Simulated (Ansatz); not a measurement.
**Au(111) with 4 layers of random Au-Rh, 2x2: scattering by chemical disorder**

How strongly does chemical disorder scatter in Au(111) with 4 layers of random Au-Rh, 2x2?

Main program and level: Ansatz 0.2.0; Ansatz plane-wave DFT, PBE, PAW files; ballistic transport by layer matching (Landauer), zero bias; PAW set soft_1.

## (1) Set-up

The cell holds 40 atoms: 32 Au and 8 Rh. Cell: a = 5.768 Å, b = 5.768 Å, c = 23.605 Å, α = 93.5°, β = 86.5°, γ = 120.0°. It derives from Au. Regions: lead, 24 atoms (24 Au); scattering region, 16 atoms (8 Rh and 8 Au). The structure is stacked along c, and the current runs across the ab planes.

## (2) With 4 alloy layers

In 4 layers a share of 0.5 of the sites is given to Rh at random. The layers about the cell's end stay perfect and serve as the lead. Disorder leaves little or no symmetry, which makes such runs dear. Energies from -0.05 to 0.05 eV in steps of 0.05 eV are too few for the program's thermal sum, so it prints no conductance; for a metal the transmission near the Fermi level serves, at a fraction of the cost.

File input.yaml:

```yaml
crystal:
  lattice:
    - [5.7675164607, 0.0, 0.0]
    - [-2.8837582304, 4.9948157718, 0.0]
    - [1.4418791152, -0.8324692953, 23.5457873532]
  atoms:
    - { symbol: Au, position: [0.9916666667, 0.0083333333, 0.05] }
    - { symbol: Au, position: [0.9916666667, 0.5083333333, 0.05] }
    - { symbol: Au, position: [0.4916666667, 0.0083333333, 0.05] }
    - { symbol: Au, position: [0.4916666667, 0.5083333333, 0.05] }
    - { symbol: Au, position: [0.1416666667, 0.3583333333, 0.15] }
    - { symbol: Au, position: [0.1416666667, 0.8583333333, 0.15] }
    - { symbol: Au, position: [0.6416666667, 0.3583333333, 0.15] }
    - { symbol: Au, position: [0.6416666667, 0.8583333333, 0.15] }
    - { symbol: Au, position: [0.2916666667, 0.2083333333, 0.25] }
    - { symbol: Au, position: [0.2916666667, 0.7083333333, 0.25] }
    - { symbol: Au, position: [0.7916666667, 0.2083333333, 0.25] }
    - { symbol: Au, position: [0.7916666667, 0.7083333333, 0.25] }
    - { symbol: Rh, position: [0.9416666667, 0.0583333333, 0.35] }
    - { symbol: Au, position: [0.9416666667, 0.5583333333, 0.35] }
    - { symbol: Au, position: [0.4416666667, 0.0583333333, 0.35] }
    - { symbol: Au, position: [0.4416666667, 0.5583333333, 0.35] }
    - { symbol: Rh, position: [0.0916666667, 0.4083333333, 0.45] }
    - { symbol: Au, position: [0.0916666667, 0.9083333333, 0.45] }
    - { symbol: Rh, position: [0.5916666667, 0.4083333333, 0.45] }
    - { symbol: Rh, position: [0.5916666667, 0.9083333333, 0.45] }
    - { symbol: Rh, position: [0.2416666667, 0.2583333333, 0.55] }
    - { symbol: Au, position: [0.2416666667, 0.7583333333, 0.55] }
    - { symbol: Au, position: [0.7416666667, 0.2583333333, 0.55] }
    - { symbol: Au, position: [0.7416666667, 0.7583333333, 0.55] }
    - { symbol: Rh, position: [0.8916666667, 0.1083333333, 0.65] }
    - { symbol: Rh, position: [0.8916666667, 0.6083333333, 0.65] }
    - { symbol: Au, position: [0.3916666667, 0.1083333333, 0.65] }
    - { symbol: Rh, position: [0.3916666667, 0.6083333333, 0.65] }
    - { symbol: Au, position: [0.0416666667, 0.4583333333, 0.75] }
    - { symbol: Au, position: [0.0416666667, 0.9583333333, 0.75] }
    - { symbol: Au, position: [0.5416666667, 0.4583333333, 0.75] }
    - { symbol: Au, position: [0.5416666667, 0.9583333333, 0.75] }
    - { symbol: Au, position: [0.1916666667, 0.3083333333, 0.85] }
    - { symbol: Au, position: [0.1916666667, 0.8083333333, 0.85] }
    - { symbol: Au, position: [0.6916666667, 0.3083333333, 0.85] }
    - { symbol: Au, position: [0.6916666667, 0.8083333333, 0.85] }
    - { symbol: Au, position: [0.8416666667, 0.1583333333, 0.95] }
    - { symbol: Au, position: [0.8416666667, 0.6583333333, 0.95] }
    - { symbol: Au, position: [0.3416666667, 0.1583333333, 0.95] }
    - { symbol: Au, position: [0.3416666667, 0.6583333333, 0.95] }
kpoints:
  mp_grid: { grid: [5, 5, 1] }
hamiltonian:
  xc: pbe
  pseudopotentials: { kind: paw, azcp: { folder: soft_1 } }
scf:
  occupations: { method: fermi_dirac, width: 0.1 }
output:
  transmission:
    leads: [[0, 4]]
    kmesh: [10, 10]
    e_range: [-0.05, 0.05]
    de: 0.05
  write_potential: true
  write_density: true
  volumetric_format: npy
```

Launch:

```bash
ansatz run input.yaml --threads 4 --pin off --max-ram 15360MiB --backend cpu --events-out ev --progress --plain --runs-dir out
```

Numbers of over 12 decimals in the logs are rounded to 6 here.

The log of the run:

```text
Engine: ansatz 0.2.0, aarch64-unknown-linux-gnu
Pseudopotentials: kind: paw
Pseudopotential: Au, paw, valence charge 19, recommended cutoff 420 eV (normal), soft_1/Au.paw.azcp
Pseudopotential: Rh, paw, valence charge 17, recommended cutoff 420 eV (normal), soft_1/Rh.paw.azcp
Functional definition: PBE
  parameter kappa = 0.804
  parameter beta = 0.066725
  exchange = pbe_x(kappa = kappa, mu = beta*pi^2/3)
  correlation = pbe_c(beta = beta)
Crystal: 40 atoms, lattice volume = 678.300 Å³
Basis set: ecut = 420 eV, 13321 PW (Γ)
Bands: 447, of which v1, the nominal top of the filled ones, is band 372 counted from 1 (371 counted from 0)
Symmetry: 1 space group operations
Space group: P1 (ITA 1), of the structure as read, at distance tolerance 8.8e-5 Å
k-points: 13 of 25 (time reversal used)
Non-local potential: Au, projectors of the file, l = 0: 3, l = 1: 2, l = 2: 2, l = 3: 1
Non-local potential: Rh, projectors of the file, l = 0: 3, l = 1: 2, l = 2: 2, l = 3: 1
PAW form: soft (Blöchl's): semilocal exchange-correlation on the pseudo side does not see the compensation charge
PAW one-centre angular grid: Au, 590 points (default); XC on 64 Gauss nodes
PAW one-centre angular grid: Rh, 590 points (default); XC on 64 Gauss nodes
Initial density: superposition of atomic densities (chi_scale 0.1, normalization cell, long waves of neutral atoms (reshape's long-wave potential 6.51 eV rms, cloud 2.78 Å wide))
Initial wavefunctions: pseudopotential atomic-orbital guess
Functional: x = pbe(κ = 0.804, μ = 0.219515), c = pbe(β = 0.066725)
SCF iter   1: F=—  HF=-472100.486687 eV  |F-HF|=—  |Δ(HF+E_count)|=         —  Δρ=1.36e-1  dr2=1.14e3  ethr=3.10e-3  ⟨swp⟩=4.0  Hψ=17200  notcnv=0  defer=163
preconditioner: auto → Kerker (q_TF=auto, 2.771 Å⁻¹)  [metal: Δε(μ)=0.015 eV  Ē_g=9.190 eV  σ=0.100 eV  W_gap=0.04  n_scr=260 (ndim 8)  ℏωp=29.4 eV  f_vac=0.000  D(μ)=31.92/eV (n_scr^D=292)]
SCF iter   2: F=—  HF=-472069.973374 eV  |F-HF|=—  |Δ(HF+E_count)|=    3.05e1  Δρ=5.87e-2  dr2=3.65e2  ethr=3.10e-3  ⟨swp⟩=2.2  Hψ=9350  notcnv=0  defer=640
SCF iter   3: F=—  HF=-472059.776476 eV  |F-HF|=—  |Δ(HF+E_count)|=    1.02e1  Δρ=2.88e-2  dr2=1.30e1  ethr=3.10e-3  ⟨swp⟩=3.0  Hψ=9839  notcnv=0  defer=645
SCF iter   4: F=—  HF=-472058.576658 eV  |F-HF|=—  |Δ(HF+E_count)|=    1.20e0  Δρ=1.36e-2  dr2=2.94e1  ethr=1.74e-3  ⟨swp⟩=2.4  Hψ=7432  notcnv=0  defer=627
SCF iter   5: F=—  HF=-472058.296089 eV  |F-HF|=—  |Δ(HF+E_count)|=   2.81e-1  Δρ=3.42e-3  dr2=1.77e0  ethr=1.74e-3  ⟨swp⟩=1.0  Hψ=5184  notcnv=0  defer=627
SCF iter   6: F=—  HF=-472058.261091 eV  |F-HF|=—  |Δ(HF+E_count)|=   3.50e-2  Δρ=1.32e-3  dr2=3.31e-1  ethr=2.38e-4  ⟨swp⟩=1.5  Hψ=6708  notcnv=0  defer=623
SCF iter   7: F=—  HF=-472058.254523 eV  |F-HF|=—  |Δ(HF+E_count)|=   6.57e-3  Δρ=5.76e-4  dr2=9.43e-3  ethr=4.44e-5  ⟨swp⟩=1.0  Hψ=5185  notcnv=0  defer=623
SCF iter   8: F=—  HF=-472058.253710 eV  |F-HF|=—  |Δ(HF+E_count)|=   8.13e-4  Δρ=2.27e-4  dr2=1.44e-3  ethr=1.27e-6  ⟨swp⟩=1.5  Hψ=5438  notcnv=0  defer=623
SCF iter   9: F=—  HF=-472058.253614 eV  |F-HF|=—  |Δ(HF+E_count)|=   9.55e-5  Δρ=7.90e-5  dr2=2.24e-4  ethr=1.94e-7  ⟨swp⟩=1.3  Hψ=5389  notcnv=0  defer=623
SCF iter  10: F=—  HF=-472058.253628 eV  |F-HF|=—  |Δ(HF+E_count)|=   1.35e-5  Δρ=2.52e-5  dr2=1.47e-5  ethr=3.01e-8  ⟨swp⟩=1.0  Hψ=5185  notcnv=0  defer=623
SCF iter  11: F=—  HF=-472058.253982 eV  |F-HF|=—  |Δ(HF+E_count)|=   3.54e-4  Δρ=9.08e-6  dr2=2.10e-6  ethr=1.97e-9  ⟨swp⟩=1.0  Hψ=5525  notcnv=0  defer=623
SCF iter  12: F=—  HF=-472058.253981 eV  |F-HF|=—  |Δ(HF+E_count)|=   6.78e-8  Δρ=2.54e-6  dr2=4.01e-7  ethr=2.83e-10  ⟨swp⟩=1.0  Hψ=5185  notcnv=0  defer=623
SCF iter  13: F=-472058.253981 eV  HF=-472058.253981 eV  |F-HF|=6.96e-8  |Δ(HF+E_count)|=   1.48e-8  Δρ=1.04e-6  dr2=7.22e-8  ethr=1.34e-11  ⟨swp⟩=9.7  Hψ=22874  notcnv=0
SCF 1 converged in 13 iterations: F = -472058.253981 eV  dr2 = 7.22e-8
  greatest PAW one-centre occupation: 1.000 electrons in one spin orbital (limit 2), on the Au atom at site 17 (counted from 0), in its partial waves of l = 0
transmission: 183 of 1768 steps passed
transmission: 360 of 1768 steps passed
[...]
transmission: 1768 of 1768 steps passed
SCF converged after 13 iterations
Free energy (F): -472058.253981 eV
Harris-Foulkes:  -472058.253981 eV  (|F-HF|=6.96e-8)
Internal energy: -472057.162636 eV  (E = F + TS)
E sigma→0 (E₀):  -472057.708309 eV
Entropy (-TS):   -1.091345 eV (-27.284 meV/atom)
Fermi energy:    19.829186 eV
--- Per-component energies (eV) ---
  E_band       = -7945.185969
  E_kinetic    = 22757.680048
  E_local      = -69293.349841  (includes V_loc(G=0)·N_el)
  E_nonlocal   = 5533.782742
  E_hartree    = 29202.863529
  E_xc         = -8491.076271
  E_vxc        = -10375.903059  (∫ρ·V_xc dr)
  E_paw        = -340232.308208  (= ΣΔE_a)
  E_vpaw       = -14973.177817  (= ΣTr[D̂ρ^β])
  E_aug_tail   = 0.055002  (compensation charges beyond the density's cutoff)
  E_ewald      = -111534.809637
  E_smearing   = -1.091345  (= −TS)
  E_closure    = 0.000000  (closes the sum)
  Σ components = -472058.253981   (vs F -472058.253981, Δ=0.00e0)
--- Band table (eV; the first three rows and the last of 13) ---
  k-point 0: bands = [... 368 lower, 19.8954, 19.9795, 19.9898, 19.9973, 20.0407, 20.3925, 20.4033, 20.5294, ... 71 higher]
  k-point 1: bands = [... 368 lower, 19.7205, 19.7671, 19.8451, 19.8644, 19.9065, 19.9824, 20.0136, 20.0563, ... 71 higher]
  k-point 2: bands = [... 368 lower, 19.6163, 19.6557, 19.6754, 19.6908, 19.8019, 19.8876, 19.9150, 20.0511, ... 71 higher]
  k-point 12: bands = [... 368 lower, 19.5233, 19.6110, 19.6742, 19.7193, 19.8420, 19.9529, 20.0136, 20.1234, ... 71 higher]
--- Transmission ---
  basis      : 253 plane waves across, 34 finite elements along
  points     : 52, standing for a mesh of 10 x 10
  energies   : 3 from -0.050000 to 0.050000 eV about the Fermi level, 0.050000 eV apart; the leads are filled to 0.000000 eV, and channels, transmission and decay are at 0.000000 eV
  crystal 0  : Au4, at the sites [0, 4], period 2.3546 Å, over 14.13 Å; its Hamiltonian steps by up to 15.2 meV
    offset         : up to 0.0000 Å between an atom of the period and one for which it stands
    channels       : 3.210000e0 a spin
    conductance    : none, the energies end too early or step too widely for 300 K: set another output.transmission.e_range or a lower de, or, where they end at an eighth of basis.ecutwfc, a higher one
  junction   : crystal 0 to crystal 0, 0.70 to 21.89 Å
    transmission   : 1.655247e0 a spin
    conductance    : none, the energies end too early or step too widely for 300 K: set another output.transmission.e_range or a lower de, or, where they end at an eighth of basis.ecutwfc, a higher one
```

Wall time 15 min (4 threads of Arm Neoverse V1, shared host); peak memory 6.5 GiB.

The column dr2 measures how far the density is from self-consistency, as an energy; F and HF (Harris–Foulkes) agree once it is small.

Numbers from this step:

```yaml
free_energy: -472058.2540 eV
energy_at_zero_smearing: -472057.7083 eV
fermi_energy: 19.83 eV
cell_area: 28.81 Å²
transmission_per_spin_nearest_the_fermi_level: 1.655
open_channels_per_spin_nearest_the_fermi_level: 3.21
step_of_the_lead_s_potential: 15.2 meV
```

Per spin. Table of transmission, zone mean by energy, zero at the Fermi level:

```csv
energy (eV),"transmission, zone mean"
-0.0500,1.74
0.0000,1.66
0.0500,1.75
```

Per spin. The open channels, zone mean, lead stays at 3.21 for energy from -0.05 to 0.05 eV.

Transmission over k1 and k2. At 0.0000 eV from the Fermi level.

Values, 10 rows by 10 columns:
```
1.63 1.79 1.51 1.42 1.55 1.58 1.54 1.44 2.06 1.23
1.78 1.56 1.86 1.51 1.48 1.53 1.34 1.72 1.88 2.05
1.99 1.39 1.68 1.59 1.52 1.46 1.44 1.47 1.86 1.88
1.61 1.53 1.66 1.73 1.63 1.51 1.86 1.61 1.45 1.61
2.56 2.53 2.26 1.38 1.29 2.80 1.29 1.38 2.26 2.53
1.61 1.61 1.45 1.61 1.86 1.51 1.63 1.73 1.66 1.53
1.99 1.88 1.86 1.47 1.44 1.46 1.52 1.59 1.68 1.39
1.78 2.05 1.88 1.72 1.34 1.53 1.48 1.51 1.86 1.56
1.63 1.23 2.06 1.44 1.54 1.58 1.55 1.42 1.51 1.79
1.80 1.49 1.17 1.72 1.61 1.60 1.61 1.72 1.17 1.49
```
Columns: k1 (b1) from -0.5 to 0.4; rows upwards: k2 (b2) from -0.5 to 0.4.

Open channels over k1 and k2. At 0.0000 eV from the Fermi level.

Ten even steps from '0' (3.00) to '9' (4.00):
```
0900090000
0090090000
0009090000
0000000000
9999000999
0000000000
0000090900
0000090090
0000090009
9000090000
```
Columns: k1 (b1) from -0.5 to 0.4; rows upwards: k2 (b2) from -0.5 to 0.4.

Over the solved energies the transmission per spin lies between 1.66 and 1.75, out of 3.21 channels of the lead on average (up to 3.21).

## (3) With 8 alloy layers

In 8 layers a share of 0.5 of the sites is given to Rh at random. A fresh draw is used; the growth of the resistance with length is what counts.

System of this step: Au(111) with 8 layers of random Au-Rh, 2x2. The cell holds 56 atoms: 40 Au and 16 Rh. Its edges and angles: a = 5.768 Å, b = 5.768 Å, c = 33.006 Å, α = 87.5°, β = 92.5°, γ = 120.0°. It derives from Au. Regions: lead, 24 atoms (24 Au); scattering region, 32 atoms (16 Au and 16 Rh). The structure is stacked along c, and the current runs across the ab planes.

File input.yaml:

```yaml
crystal:
  lattice:
    - [5.7675164607, 0.0, 0.0]
    - [-2.8837582304, 4.9948157718, 0.0]
    - [-1.4418791152, 0.8324692953, 32.9641022945]
  atoms:
    - { symbol: Au, position: [0.005952381, 0.994047619, 0.0357142857] }
    - { symbol: Au, position: [0.005952381, 0.494047619, 0.0357142857] }
    - { symbol: Au, position: [0.505952381, 0.994047619, 0.0357142857] }
    - { symbol: Au, position: [0.505952381, 0.494047619, 0.0357142857] }
    - { symbol: Au, position: [0.1845238095, 0.3154761905, 0.1071428571] }
    - { symbol: Au, position: [0.1845238095, 0.8154761905, 0.1071428571] }
    - { symbol: Au, position: [0.6845238095, 0.3154761905, 0.1071428571] }
    - { symbol: Au, position: [0.6845238095, 0.8154761905, 0.1071428571] }
    - { symbol: Au, position: [0.3630952381, 0.1369047619, 0.1785714286] }
    - { symbol: Au, position: [0.3630952381, 0.6369047619, 0.1785714286] }
    - { symbol: Au, position: [0.8630952381, 0.1369047619, 0.1785714286] }
    - { symbol: Au, position: [0.8630952381, 0.6369047619, 0.1785714286] }
    - { symbol: Au, position: [0.0416666667, 0.9583333333, 0.25] }
    - { symbol: Au, position: [0.0416666667, 0.4583333333, 0.25] }
    - { symbol: Au, position: [0.5416666667, 0.9583333333, 0.25] }
    - { symbol: Rh, position: [0.5416666667, 0.4583333333, 0.25] }
    - { symbol: Rh, position: [0.2202380952, 0.2797619048, 0.3214285714] }
    - { symbol: Au, position: [0.2202380952, 0.7797619048, 0.3214285714] }
    - { symbol: Rh, position: [0.7202380952, 0.2797619048, 0.3214285714] }
    - { symbol: Au, position: [0.7202380952, 0.7797619048, 0.3214285714] }
    - { symbol: Rh, position: [0.3988095238, 0.1011904762, 0.3928571429] }
    - { symbol: Rh, position: [0.3988095238, 0.6011904762, 0.3928571429] }
    - { symbol: Au, position: [0.8988095238, 0.1011904762, 0.3928571429] }
    - { symbol: Rh, position: [0.8988095238, 0.6011904762, 0.3928571429] }
    - { symbol: Au, position: [0.0773809524, 0.9226190476, 0.4642857143] }
    - { symbol: Au, position: [0.0773809524, 0.4226190476, 0.4642857143] }
    - { symbol: Au, position: [0.5773809524, 0.9226190476, 0.4642857143] }
    - { symbol: Rh, position: [0.5773809524, 0.4226190476, 0.4642857143] }
    - { symbol: Rh, position: [0.255952381, 0.244047619, 0.5357142857] }
    - { symbol: Rh, position: [0.255952381, 0.744047619, 0.5357142857] }
    - { symbol: Rh, position: [0.755952381, 0.244047619, 0.5357142857] }
    - { symbol: Rh, position: [0.755952381, 0.744047619, 0.5357142857] }
    - { symbol: Au, position: [0.4345238095, 0.0654761905, 0.6071428571] }
    - { symbol: Au, position: [0.4345238095, 0.5654761905, 0.6071428571] }
    - { symbol: Rh, position: [0.9345238095, 0.0654761905, 0.6071428571] }
    - { symbol: Rh, position: [0.9345238095, 0.5654761905, 0.6071428571] }
    - { symbol: Rh, position: [0.1130952381, 0.8869047619, 0.6785714286] }
    - { symbol: Au, position: [0.1130952381, 0.3869047619, 0.6785714286] }
    - { symbol: Au, position: [0.6130952381, 0.8869047619, 0.6785714286] }
    - { symbol: Au, position: [0.6130952381, 0.3869047619, 0.6785714286] }
    - { symbol: Au, position: [0.2916666667, 0.2083333333, 0.75] }
    - { symbol: Au, position: [0.2916666667, 0.7083333333, 0.75] }
    - { symbol: Rh, position: [0.7916666667, 0.2083333333, 0.75] }
    - { symbol: Rh, position: [0.7916666667, 0.7083333333, 0.75] }
    - { symbol: Au, position: [0.4702380952, 0.0297619048, 0.8214285714] }
    - { symbol: Au, position: [0.4702380952, 0.5297619048, 0.8214285714] }
    - { symbol: Au, position: [0.9702380952, 0.0297619048, 0.8214285714] }
    - { symbol: Au, position: [0.9702380952, 0.5297619048, 0.8214285714] }
    - { symbol: Au, position: [0.1488095238, 0.8511904762, 0.8928571429] }
    - { symbol: Au, position: [0.1488095238, 0.3511904762, 0.8928571429] }
    - { symbol: Au, position: [0.6488095238, 0.8511904762, 0.8928571429] }
    - { symbol: Au, position: [0.6488095238, 0.3511904762, 0.8928571429] }
    - { symbol: Au, position: [0.3273809524, 0.1726190476, 0.9642857143] }
    - { symbol: Au, position: [0.3273809524, 0.6726190476, 0.9642857143] }
    - { symbol: Au, position: [0.8273809524, 0.1726190476, 0.9642857143] }
    - { symbol: Au, position: [0.8273809524, 0.6726190476, 0.9642857143] }
kpoints:
  mp_grid: { grid: [5, 5, 1] }
hamiltonian:
  xc: pbe
  pseudopotentials: { kind: paw, azcp: { folder: soft_1 } }
scf:
  occupations: { method: fermi_dirac, width: 0.1 }
output:
  transmission:
    leads: [[0, 4]]
    kmesh: [10, 10]
    e_range: [-0.05, 0.05]
    de: 0.05
  write_potential: true
  write_density: true
  volumetric_format: npy
```

The log of the run:

```text
[...]
Crystal: 56 atoms, lattice volume = 949.619 Å³
Basis set: ecut = 420 eV, 18659 PW (Γ)
Bands: 620, of which v1, the nominal top of the filled ones, is band 516 counted from 1 (515 counted from 0)
Symmetry: 1 space group operations
[...]
k-points: 13 of 25 (time reversal used)
[...]
SCF iter   1: F=—  HF=-628555.089951 eV  |F-HF|=—  |Δ(HF+E_count)|=         —  Δρ=1.56e-1  dr2=3.75e3  ethr=3.10e-3  ⟨swp⟩=4.0  Hψ=23645  notcnv=0  defer=304
[...]
SCF iter  14: F=-628488.288057 eV  HF=-628488.288057 eV  |F-HF|=5.55e-8  |Δ(HF+E_count)|=   7.92e-9  Δρ=7.14e-7  dr2=5.73e-8  ethr=9.69e-12  ⟨swp⟩=10.0  Hψ=32047  notcnv=0
SCF 1 converged in 14 iterations: F = -628488.288057 eV  dr2 = 5.73e-8
[...]
transmission: 274 of 2704 steps passed
transmission: 542 of 2704 steps passed
[...]
transmission: 2704 of 2704 steps passed
SCF converged after 14 iterations
Free energy (F): -628488.288057 eV
[...]
Internal energy: -628486.388298 eV  (E = F + TS)
E sigma→0 (E₀):  -628487.338178 eV
Entropy (-TS):   -1.899759 eV (-33.924 meV/atom)
Fermi energy:    19.495134 eV
[...]
--- Band table (eV; the first three rows and the last of 13) ---
  k-point 0: bands = [... 512 lower, 19.6444, 19.6627, 19.7139, 19.7922, 19.8139, 19.8302, 19.8676, 19.9578, ... 100 higher]
  k-point 1: bands = [... 512 lower, 19.5146, 19.5516, 19.5660, 19.5837, 19.6197, 19.6524, 19.6625, 19.6865, ... 100 higher]
  k-point 2: bands = [... 512 lower, 19.3139, 19.3226, 19.3562, 19.4341, 19.4603, 19.4939, 19.5378, 19.5838, ... 100 higher]
  k-point 12: bands = [... 512 lower, 19.3461, 19.3798, 19.4187, 19.4366, 19.4673, 19.4932, 19.5222, 19.5591, ... 100 higher]
--- Transmission ---
  basis      : 253 plane waves across, 52 finite elements along
  points     : 52, standing for a mesh of 10 x 10
[...]
channels       : 3.210000e0 a spin
[...]
junction   : crystal 0 to crystal 0, 0.70 to 31.31 Å
    transmission   : 1.150193e0 a spin
[...]
```

Run time: 26 min. Hardware: 4 threads; peak memory 8.1 GiB; 1.7 h of CPU time.

Numbers from this step:

```
free energy                                   : -628488.2881 eV
energy at zero smearing                       : -628487.3382 eV
Fermi energy                                  : 19.50 eV
transmission per spin nearest the Fermi level : 1.150
step of the lead's potential                  : 16.8 meV
```

Per spin. The transmission, zone mean by energy, zero at the Fermi level:

```csv
energy (eV),"transmission, zone mean"
-0.0500,1.12
0.0000,1.15
0.0500,1.07
```

Over the solved energies the transmission per spin lies between 1.07 and 1.15, out of 3.21 channels of the lead on average (up to 3.21).

(Continued in part 2 of 2.)

[Logs are printed without paths, hosts, clocks, repeated set-up lines and the standing remarks that a program may print on its own settings, such as how far it seeks lower states.]

[Hosts, paths, dates, database ids (printed as entryN), source tags and the programs' standing remarks are cut or masked in the printed files.]
